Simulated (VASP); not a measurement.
# C in VASP: a series of runs, part 2 of 2

VASP 6.6.1. Earlier steps stand in the parts before.

## Step 4: Phonons, PBE+D3(BJ)

Contents of POSCAR:

```
C
1.0
    2.4660722283      0.0000000000      0.0000000000
   -1.2330361142      2.1356811999      0.0000000000
    0.0000000000      0.0000000000     18.0339500000
  C
     2
Direct
     0.0000000000000000    0.0000000000000000    0.5000006526578176
     0.6666666699999979    0.3333333300000021    0.4999993473421824
```

Contents of INCAR.step1:

```
PREC = Accurate
ENCUT = 600
EDIFF = 1E-8
ISMEAR = 0
SIGMA = 0.1
LREAL = F
LASPH = T
NELM = 80
ALGO = Normal
ISIF = 2
LWAVE = F
LCHARG = F
GGA = PE
IVDW = 12
LATTICE_CONSTRAINTS = .TRUE. .TRUE. .FALSE.
KPAR = 2
IBRION = 2
NSW = 40
EDIFFG = -0.002
```

Contents of INCAR.step2:

```
PREC = Accurate
ENCUT = 600
EDIFF = 1E-8
ISMEAR = 0
SIGMA = 0.1
LREAL = F
LASPH = T
NELM = 80
ALGO = Normal
ISIF = 2
LWAVE = F
LCHARG = F
GGA = PE
IVDW = 12
LATTICE_CONSTRAINTS = .TRUE. .TRUE. .FALSE.
KPAR = 2
IBRION = 6
NFREE = 2
POTIM = 0.015
NSW = 1
```

Contents of KPOINTS:

```
Automatic mesh
0
Gamma
  48 48 1
```

Potentials or basis: VASP PAW PBE potentials, release 64 (C).

Started as:

```sh
cat potpaw_PBE.64/C/POTCAR > POTCAR
cp INCAR.step1 INCAR
mpirun -np 2 vasp_std > vasp.out
cp CONTCAR POSCAR
cp INCAR.step2 INCAR
mpirun -np 2 vasp_std > vasp.out
```

OUTCAR:

```text
PREC = Accurate
   ENCUT = 600
   EDIFF = 1E-8
   ISMEAR = 0
   LREAL = F
   LASPH = T
   NELM = 80
   ISIF = 2
   GGA = PE
   IVDW = 12
   IBRION = 6
   NFREE = 2
   POTIM = 0.015
   NSW = 1
 IVDW          = 12

 ion  position               nearest neighbor table
   1  0.000  0.000  0.500-   2 1.42   2 1.42   2 1.42
   2  0.667  0.333  0.500-   1 1.42   1 1.42   1 1.42

  LATTYP: Found a hexagonal cell.
 ALAT       =     2.4660722283
 C/A-ratio  =     7.3128231173

  Lattice vectors:

 A1 = (   2.4660722283,   0.0000000000,   0.0000000000)
 A2 = (  -1.2330361142,   2.1356811999,   0.0000000000)
 A3 = (   0.0000000000,   0.0000000000,  18.0339500000)

Analysis of symmetry for initial positions (statically):
=====================================================================
 Subroutine PRICEL returns:
 Original cell was already a primitive cell.

 Routine SETGRP: Setting up the symmetry group for a
 hexagonal supercell.

 Subroutine GETGRP returns: Found 24 space group operations
 (whereof 12 operations were pure point group operations)
 out of a pool of 24 trial point group operations.

The static configuration has the point symmetry D_3h.
 The point group associated with its full space group is D_6h.

Analysis of symmetry for dynamics (positions and initial velocities):
=====================================================================
 Subroutine PRICEL returns:
 Original cell was already a primitive cell.

 Routine SETGRP: Setting up the symmetry group for a
 hexagonal supercell.

 Subroutine GETGRP returns: Found 24 space group operations
 (whereof 12 operations were pure point group operations)
 out of a pool of 24 trial point group operations.

The dynamic configuration has the point symmetry D_3h.
 The point group associated with its full space group is D_6h.

 Subroutine INISYM returns: Found 24 space group operations
 (whereof 12 operations are pure point group operations),
 and found     1 'primitive' translations

----------------------------------------------------------------------------------------

                                     Primitive cell

  volume of cell :      94.9802

  direct lattice vectors                    reciprocal lattice vectors
     2.466072228  0.000000000  0.000000000     0.405503127  0.234117339  0.000000000
    -1.233036114  2.135681200  0.000000000     0.000000000  0.468234678  0.000000000
     0.000000000  0.000000000 18.033950000     0.000000000  0.000000000  0.055450969

  length of vectors
     2.466072228  2.466072231 18.033950000     0.468234679  0.468234678  0.055450969

  position of ions in fractional coordinates (direct lattice)
     0.000000000  0.000000000  0.500000653
     0.666666670  0.333333330  0.499999347

  ion indices of the primitive-cell ions
   primitive index   ion index
                 1           1
                 2           2

[... 87 lines left out ...]
   EFERMI_NEDOS =   21; number of points for ismear=-14 and -15
   IALGO  =     38    algorithm
   IMIX   =      4    mixing-type and parameters
     AMIX     =   0.40;   BMIX     =  1.00
     AMIX_MAG =   1.60;   BMIX_MAG =  1.00
  volume/ion in A,a.u.               =      47.49       320.48
  Fermi-wavevector in a.u.,A,eV,Ry     =   0.717619  1.356103  7.006684  0.514977
  Thomas-Fermi vector in A             =   1.806345
   LORBIT       =      0    0 simple, 1 ext, 2 COOP (PROOUT), +10 PAW based schemes
   GGA     = PE    functional components
   LHFCALC =     F    Hartree Fock is set to
   AEXX    =    0.0000 exact exchange contribution
   IVDW    =    12    specifies the selected vdW correction
   LEPSILON=     F    determine dielectric tensor
   LRPA    =     F    only Hartree local field effects (RPA)
 finite differences with symmetry
 non-spin polarized calculation
 Gauss-broadening in eV      SIGMA  =   0.10
  energy-cutoff  :      600.00
  volume of cell :       94.98
 maximum number of plane-waves:      3227
 NGX is ok and might be reduce to    20
   NGX =  9   NGY =  9   NGZ = 73

--------------------------------------- Ionic step        1  -------------------------------------------

 number of electron       8.0000001 magnetization

 Free energy of the ion-electron system (eV)
  ---------------------------------------------------
  ext. energy  EPLUGINS =         0.00000000
  ---------------------------------------------------
  free energy    TOTEN  =       -18.45658890 eV

  energy without entropy =      -18.45649095  energy(sigma->0) =      -18.45653993

------------------------ aborting loop because EDIFF is reached ----------------------------------------

 Edisp (eV)   -0.17727

 E8    (eV) :    -0.0554
[... 151 lines left out ...]
--------------------------------------- Ionic step        5  -------------------------------------------

 number of electron       8.0000000 magnetization

 Free energy of the ion-electron system (eV)
  ---------------------------------------------------
  ext. energy  EPLUGINS =         0.00000000
  ---------------------------------------------------
  free energy    TOTEN  =       -18.45470788 eV

  energy without entropy =      -18.45460992  energy(sigma->0) =      -18.45465890

 E-fermi :  -2.5810     XC(G=0):  -2.3902

 val. band max:       -2.5809684593   @ k =   0.3333   0.3333   0.0000
 cond. band min:      -2.5809663121   @ k =   0.3333   0.3333   0.0000
 fundamental gap:      0.0000021471
 Fermi energy:        -2.5809675578

 k-point     1 :       0.0000    0.0000    0.0000
  band No.  band energies     occupation
      1     -22.1017      2.00000
      2     -10.1965      2.00000
      3      -5.6253      2.00000
      4      -5.6253      2.00000
      5       0.6801      0.00000
      6       1.5033      0.00000
      7       1.9177      0.00000
      8       3.0976      0.00000
[... 243 lines left out ...]
 k-point    24 :       0.4792    0.0000    0.0000
  band No.  band energies     occupation
      1     -17.0277      2.00000
      2     -15.6384      2.00000
      3      -8.9914      2.00000
      4      -5.0067      2.00000
      5      -0.8217      0.00000
      6       4.7896      0.00000
      7       7.9756      0.00000
      8       8.8565      0.00000

 [... further k-points ...]

------------------------ aborting loop because EDIFF is reached ----------------------------------------

 Edisp (eV)   -0.17727

 E8    (eV) :    -0.0554
[... 25 lines left out ...]
  FREE ENERGIE OF THE ION-ELECTRON SYSTEM (eV)
  ---------------------------------------------------
  free  energy   TOTEN  =       -18.6319773556 eV

  energy  without entropy=      -18.6318793976  energy(sigma->0) =      -18.63192838

 INTERNAL STRAIN TENSORS FROM DISPLACED ATOMS
 ============================================

 INTERNAL STRAIN TENSOR FOR ION    1 for displacements in x,y,z  (eV/Angst):
          X           Y           Z          XY          YZ          ZX
  --------------------------------------------------------------------------------
  x    -0.00000     0.00000    -0.00000    11.22833     0.00000     0.00000
  y    11.22833   -11.22833     0.00000     0.00000     0.00000     0.00000
  z     0.00000     0.00000     0.00000     0.00000     0.00000     0.00000

 INTERNAL STRAIN TENSOR FOR ION    2 for displacements in x,y,z  (eV/Angst):
          X           Y           Z          XY          YZ          ZX
  --------------------------------------------------------------------------------
  x     0.00000    -0.00000     0.00000   -11.22833     0.00000     0.00000
  y   -11.22833    11.22833     0.00000    -0.00000     0.00000     0.00000
  z     0.00000     0.00000     0.00000     0.00000     0.00000     0.00000

 Eigenvectors and eigenvalues of the dynamical matrix
 ----------------------------------------------------

   1 f  =   46.674768 THz   293.266214 2PiTHz 1556.902660 cm-1   193.031241 meV
             X         Y         Z           dx          dy          dz
      0.000000  0.000000  9.016987     0.006734   -0.707075    0.000000
      1.233036  0.711894  9.016963    -0.006734    0.707075    0.000000
[... 16 lines left out ...]
   5 f  =    0.000000 THz     0.000001 2PiTHz    0.000005 cm-1     0.000001 meV
             X         Y         Z           dx          dy          dz
      0.000000  0.000000  9.016987     0.000000    0.000000   -0.707107
      1.233036  0.711894  9.016963     0.000000    0.000000   -0.707107

   6 f/i=    0.000000 THz     0.000002 2PiTHz    0.000008 cm-1     0.000001 meV
             X         Y         Z           dx          dy          dz
      0.000000  0.000000  9.016987     0.555001   -0.438148    0.000000
      1.233036  0.711894  9.016963     0.555001   -0.438148    0.000000

 ELASTIC MODULI CONTR FROM IONIC RELAXATION (kBar)
 Direction    XX          YY          ZZ          XY          YZ          ZX
 --------------------------------------------------------------------------------
 XX         -39.7279     39.7279     -0.0000      0.0000      0.0000      0.0000
 YY          39.7279    -39.7279      0.0000      0.0000      0.0000      0.0000
 ZZ          -0.0000      0.0000     -0.0000      0.0000      0.0000      0.0000
 XY           0.0000      0.0000      0.0000    -39.7279      0.0000      0.0000
 YZ           0.0000      0.0000      0.0000      0.0000      0.0000      0.0000
 ZX           0.0000      0.0000      0.0000      0.0000      0.0000      0.0000
 --------------------------------------------------------------------------------
```

Run time: 6.8 min. Hardware: 2 MPI ranks of Intel Xeon 6975P-C (Granite Rapids), shared host; peak memory 1.5 GiB.

Results:

```yaml
Highest_phonon_frequency_at_Γ: 1557 cm⁻¹
Dispersion_energy_per_atom: -0.089 eV
```

Phonon frequencies in cm⁻¹ (negative: imaginary):
```tsv
q point	frequencies
(0.000, 0.000, 0.000)	0 0 0 872 1557 1557
```
